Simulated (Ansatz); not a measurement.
Space group R-3m:H (No. 166). a = 4.525 Å, b = 4.525 Å, c = 11.653 Å, α = 90.00°, β = 90.00°, γ = 120.00°
| atom | site | symmetry | x | y | z |
| --- | --- | --- | --- | --- | --- |
| Bi | 6c | 3m | 0.3333 | 0.6667 | 0.9034 |

Equation of state of this Bi structure (not necessarily the ground state), with shape and atoms relaxed at each volume where symmetry leaves them free. It has no gap at any of these volumes. Theory: DFT PBEsol, scalar-relativistic, plane waves, PAW (Ansatz 0.2.0).

Plane waves to 420 eV, a k mesh through Γ of 12×12×12 on the computed 2-atom cell and Gaussian smearing (0.10 eV); no spin polarisation.

```csv
V (Å³/atom),E − E(largest V) (meV/atom),P (GPa)
32.366,4.82,2.88
33.399,-8.44,1.30
34.432,-12.45,0.00
35.465,-9.07,-1.02
36.498,0.00,-1.74
```

Question: Fit a third-order Birch–Murnaghan equation to E(V).

Answer: V0 = 34.43 Å³/atom, B0 = 38 GPa, B0' = 7.0.

Spin-orbit coupling is left out, which matters for the bands of heavy elements.